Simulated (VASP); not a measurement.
# GaAs (F-43m) in VASP: a series of runs

One crystal, GaAs, is run at these levels: PBE, HSE06, r2SCAN; tasks: band structure.

Everything below comes from runs of VASP 6.6.1. Logs are shortened: lines on timing, memory, paths and dates and some standing lists are left out, and cuts for length are marked.

**Measured values to compare with.**

From “Evidence of valence band perturbations in GaAsN/GaAs(001): A combined variable-angle spectroscopic ellipsometry and modulated photoreflectance investigation”, 2008, arxiv:0805.2212, for a bulk crystal of GaAs at 300 K: band gap 1.412 ± 0.01 eV (direct); band gap 1.418 ± 0.005 eV (direct).

The results are compared with them further down.

## 1. The structure

Symmetry: F-43m, No. 216, cubic system. Conventional cell: a = 5.654 Å, b = 5.654 Å, c = 5.654 Å, α = 90.00°, β = 90.00°, γ = 90.00°. As (site symmetry -43m) has 4 Ga at 2.45 Å as nearest neighbours. Ga (site symmetry -43m) has 4 As at 2.45 Å as nearest neighbours.

## 2. Band structure, PBE

Input file INCAR:

```
SYSTEM = GaAs
PREC     = Accurate       ! precision mode
ENCUT    = 500            ! plane-wave cutoff, eV
EDIFF    = 1E-6           ! SCF threshold, eV
ISMEAR   = -1             ! smearing method
SIGMA    = 0.05           ! smearing width, eV
LREAL    = .False.        ! projectors in reciprocal space
LASPH    = .True.         ! aspherical terms in the spheres
NELM     = 60             ! most SCF steps
ALGO     = Normal         ! electronic algorithm
ISIF     = 2              ! what is computed and relaxed
LWAVE    = .False.        ! write WAVECAR
LCHARG   = .False.        ! write CHGCAR
GGA      = PE             ! functional
```

Input file KPOINTS:

```
regular mesh
0
Gamma
  8 8 8
  0 0 0
```

Input file POSCAR:

```
GaAs
1.0
    0.0000000000      2.8268500000      2.8268500000
    2.8268500000      0.0000000000      2.8268500000
    2.8268500000      2.8268500000      0.0000000000
As Ga
1 1
Direct
    0.7500000000      0.7500000000      0.7500000000
    0.0000000000      0.0000000000      0.0000000000
```

Input file KPOINTS_OPT:

```
path GXWKGLUWLK,UX
15
line-mode
reciprocal
 0.0000000000  0.0000000000  0.0000000000  G
 0.5000000000  0.0000000000  0.5000000000  X

 0.5000000000  0.0000000000  0.5000000000  X
 0.5000000000  0.2500000000  0.7500000000  W

 0.5000000000  0.2500000000  0.7500000000  W
 0.3750000000  0.3750000000  0.7500000000  K

 0.3750000000  0.3750000000  0.7500000000  K
 0.0000000000  0.0000000000  0.0000000000  G

 0.0000000000  0.0000000000  0.0000000000  G
 0.5000000000  0.5000000000  0.5000000000  L

 0.5000000000  0.5000000000  0.5000000000  L
 0.6250000000  0.2500000000  0.6250000000  U

 0.6250000000  0.2500000000  0.6250000000  U
 0.5000000000  0.2500000000  0.7500000000  W

 0.5000000000  0.2500000000  0.7500000000  W
 0.5000000000  0.5000000000  0.5000000000  L

 0.5000000000  0.5000000000  0.5000000000  L
 0.3750000000  0.3750000000  0.7500000000  K

 0.6250000000  0.2500000000  0.6250000000  U
 0.5000000000  0.0000000000  0.5000000000  X
```

Potentials or basis: VASP PAW PBE potentials, release 54 (As, Ga).

Launch:

```console
cat potpaw_PBE.54/As/POTCAR potpaw_PBE.54/Ga/POTCAR > POTCAR
mpirun -np 1 vasp_std > vasp.out
```

OUTCAR:

```text
SYSTEM = GaAs
   PREC = Accurate
   ENCUT = 500
   EDIFF = 1E-6
   ISMEAR = -1
   LREAL = .False.
   LASPH = .True.
   NELM = 60
   ISIF = 2
   GGA = PE

 ion  position               nearest neighbor table
   1  0.750  0.750  0.750-   2 2.45   2 2.45   2 2.45   2 2.45
   2  0.000  0.000  0.000-   1 2.45   1 2.45   1 2.45   1 2.45

  LATTYP: Found a face centered cubic cell.
 ALAT       =     5.6537000000

  Lattice vectors:

 A1 = (   0.0000000000,   2.8268500000,   2.8268500000)
 A2 = (   2.8268500000,   0.0000000000,   2.8268500000)
 A3 = (   2.8268500000,   2.8268500000,   0.0000000000)

Analysis of symmetry for initial positions (statically):
=====================================================================
 Subroutine PRICEL returns:
 Original cell was already a primitive cell.

 Routine SETGRP: Setting up the symmetry group for a
 face centered cubic supercell.

 Subroutine GETGRP returns: Found 24 space group operations
 (whereof 24 operations were pure point group operations)
 out of a pool of 48 trial point group operations.

The static configuration has the point symmetry T_d .

Analysis of symmetry for dynamics (positions and initial velocities):
=====================================================================
 Subroutine PRICEL returns:
 Original cell was already a primitive cell.

 Routine SETGRP: Setting up the symmetry group for a
 face centered cubic supercell.

 Subroutine GETGRP returns: Found 24 space group operations
 (whereof 24 operations were pure point group operations)
 out of a pool of 48 trial point group operations.

The dynamic configuration has the point symmetry T_d .

 Subroutine INISYM returns: Found 24 space group operations
 (whereof 24 operations are pure point group operations),
 and found     1 'primitive' translations

----------------------------------------------------------------------------------------

                                     Primitive cell

  volume of cell :      45.1792

  direct lattice vectors                    reciprocal lattice vectors
     0.000000000  2.826850000  2.826850000    -0.176875321  0.176875321  0.176875321
     2.826850000  0.000000000  2.826850000     0.176875321 -0.176875321  0.176875321
     2.826850000  2.826850000  0.000000000     0.176875321  0.176875321 -0.176875321

  length of vectors
     3.997769609  3.997769609  3.997769609     0.306357042  0.306357042  0.306357042

  position of ions in fractional coordinates (direct lattice)
     0.750000000  0.750000000  0.750000000
     0.000000000  0.000000000  0.000000000

  ion indices of the primitive-cell ions
   primitive index   ion index
                 1           1
                 2           2

----------------------------------------------------------------------------------------

 KPOINTS: regular mesh

Automatic generation of k-mesh.
 Grid dimensions read from file:
 generate k-points for:    8    8    8

 Generating k-lattice:

  Cartesian coordinates                     Fractional coordinates (reciprocal lattice)
    -0.022109415  0.022109415  0.022109415     0.125000000  0.000000000  0.000000000
     0.022109415 -0.022109415  0.022109415     0.000000000  0.125000000  0.000000000
     0.022109415  0.022109415 -0.022109415     0.000000000  0.000000000  0.125000000

  Length of vectors
     0.038294630  0.038294630  0.038294630

  Shift w.r.t. Gamma in fractional coordinates (k-lattice)
     0.000000000  0.000000000  0.000000000

 Subroutine IBZKPT returns following result:
 ===========================================

 Found     29 irreducible k-points:

 Following reciprocal coordinates:
            Coordinates               Weight
  0.000000  0.000000  0.000000      1.000000
  0.125000  0.000000  0.000000      8.000000
  0.250000  0.000000  0.000000      8.000000
  0.375000  0.000000  0.000000      8.000000
  0.500000  0.000000  0.000000      4.000000
  0.125000  0.125000  0.000000      6.000000
[... 16 lines left out ...]
  0.500000  0.250000  0.125000     48.000000
 -0.375000  0.250000  0.125000     24.000000
[... 50 lines left out ...]
      2      -3.1202      2.00000
      3       1.7347      2.00000
      4       1.7347      2.00000
      5       3.9147      0.00000
      6       7.4640      0.00000
      7       7.4640      0.00000
      8      10.4048      0.00000

 k-point     5 :       0.5000    0.0000    0.0000
  band No.  band energies     occupation
      1      -8.3140      2.00000
      2      -3.8571      2.00000
      3       1.6132      2.00000
      4       1.6132      2.00000
      5       3.7898      0.00000
      6       7.4120      0.00000
      7       7.4120      0.00000
      8      10.5072      0.00000

 k-point     6 :       0.1250    0.1250    0.0000
  band No.  band energies     occupation
      1      -9.7301      2.00000
      2       0.7701      2.00000
      3       2.0916      2.00000
      4       2.0916      2.00000
      5       5.1466      0.00000
      6       5.8768      0.00000
      7       7.4754      0.00000
      8       7.4754      0.00000

 k-point     7 :       0.2500    0.1250    0.0000
  band No.  band energies     occupation
      1      -9.3549      2.00000
      2      -0.8769      2.00000
      3       1.5852      2.00000
      4       1.6044      2.00000
      5       5.3174      0.00000
      6       6.2160      0.00000
      7       8.2151      0.00000
      8       8.3107      0.00000
[... 133 lines left out ...]
 k-point    20 :      -0.3750    0.3750    0.0000
  band No.  band energies     occupation
      1      -7.6372      2.00000
      2      -3.8412      2.00000
      3      -1.1053      2.00000
      4       0.5008      2.00000
      5       4.7287      0.00000
      6       7.4119      0.00000
      7      10.7346      0.00000
      8      10.8357      0.00000

 k-point    21 :       0.5000    0.5000    0.0000
  band No.  band energies     occupation
      1      -7.5933      2.00000
      2      -4.0365      2.00000
      3       0.0842      2.00000
      4       0.0842      2.00000
      5       4.2195      0.00000
      6       4.4282      0.00000
      7      12.9553      0.00000
      8      12.9553      0.00000

 k-point    22 :       0.3750    0.2500    0.1250
  band No.  band energies     occupation
      1      -8.9062      2.00000
      2      -1.9257      2.00000
      3       0.3564      2.00000
      4       1.4538      2.00000
      5       5.8280      0.00000
      6       6.3043      0.00000
      7       8.1262      0.00000
      8       9.1109      0.00000

 k-point    23 :       0.5000    0.2500    0.1250
  band No.  band energies     occupation
      1      -8.3119      2.00000
      2      -3.1217      2.00000
      3      -0.2978      2.00000
      4       1.0188      2.00000
      5       5.8692      0.00000
      6       6.9692      0.00000
      7       8.3021      0.00000
      8       9.6929      0.00000

 k-point    24 :      -0.3750    0.2500    0.1250
  band No.  band energies     occupation
      1      -7.9834      2.00000
      2      -3.7021      2.00000
      3      -0.4722      2.00000
      4       0.8175      2.00000
      5       5.8136      0.00000
      6       6.9347      0.00000
      7       9.1189      0.00000
      8      10.4661      0.00000

 [... further k-points ...]
[... 5 lines left out ...]
  --------------------------------------------------------------------------------------
  -------------------------------------------------------------------------------------
  Total        1.1370638      1.1370638      1.1370638      0.0000000      0.0000000      0.0000000
  in kB       40.3233994     40.3233994     40.3233994      0.0000000      0.0000000      0.0000000
  external PRESSURE =      40.3233994 kB  Pullay stress =       0.0000000 kB

 VOLUME and BASIS-vectors are now :
 -----------------------------------------------------------------------------
  energy-cutoff  :      500.00
  volume of cell :       45.18
      direct lattice vectors                 reciprocal lattice vectors
     0.000000000  2.826850000  2.826850000    -0.176875321  0.176875321  0.176875321
     2.826850000  0.000000000  2.826850000     0.176875321 -0.176875321  0.176875321
     2.826850000  2.826850000  0.000000000     0.176875321  0.176875321 -0.176875321

 POSITION                                       TOTAL-FORCE (eV/Angst)
 -----------------------------------------------------------------------------------
      4.24027      4.24027      4.24027         0.000000      0.000000      0.000000
      0.00000      0.00000      0.00000        -0.000000     -0.000000     -0.000000
 -----------------------------------------------------------------------------------
    total drift:                               -0.000000     -0.000000     -0.000000

  FREE ENERGIE OF THE ION-ELECTRON SYSTEM (eV)
  ---------------------------------------------------
  free  energy   TOTEN  =        -8.2523772535 eV

  energy  without entropy=       -8.2523626642  energy(sigma->0) =       -8.25236996
```

Wall time 17 s (1 thread of Intel Xeon 6975P-C (Granite Rapids), shared host); peak memory 0.17 GiB.

What came out:

```
Free energy             : -8.2524 eV
Pressure                : 4.0 GPa
Band gap on the k mesh  : 0.58 eV, direct
Band gap along the path : 0.58 eV, direct
```

Levels at the corners of the path, in eV from the valence-band top:
```csv
point,band 1,band 2,band 3,band 4,band 5,band 6,band 7,band 8
Γ,-12.70,0.00,0.00,0.00,0.58,3.77,3.77,3.77
X,-10.34,-6.78,-2.66,-2.66,1.47,1.68,10.21,10.21
X,-10.34,-6.78,-2.66,-2.66,1.47,1.68,10.21,10.21
W,-10.30,-6.58,-3.54,-3.32,4.66,4.73,5.45,6.06
W,-10.30,-6.58,-3.54,-3.32,4.66,4.73,5.45,6.06
K,-10.38,-6.59,-3.85,-2.25,1.98,4.66,7.99,8.09
K,-10.38,-6.59,-3.85,-2.25,1.98,4.66,7.99,8.09
Γ,-12.70,0.00,0.00,0.00,0.58,3.77,3.77,3.77
Γ,-12.70,0.00,0.00,0.00,0.58,3.77,3.77,3.77
L,-11.06,-6.60,-1.13,-1.13,1.04,4.66,4.66,7.76
L,-11.06,-6.60,-1.13,-1.13,1.04,4.66,4.66,7.76
U,-10.38,-6.59,-3.85,-2.25,1.98,4.66,7.99,8.09
U,-10.38,-6.59,-3.85,-2.25,1.98,4.66,7.99,8.09
W,-10.30,-6.58,-3.54,-3.32,4.66,4.73,5.45,6.06
W,-10.30,-6.58,-3.54,-3.32,4.66,4.73,5.45,6.06
L,-11.06,-6.60,-1.13,-1.13,1.04,4.66,4.66,7.76
L,-11.06,-6.60,-1.13,-1.13,1.04,4.66,4.66,7.76
K,-10.38,-6.59,-3.85,-2.25,1.98,4.66,7.99,8.09
U,-10.38,-6.59,-3.85,-2.25,1.98,4.66,7.99,8.09
X,-10.34,-6.78,-2.66,-2.66,1.47,1.68,10.21,10.21
```

(Part 1 of 2 ends here.)
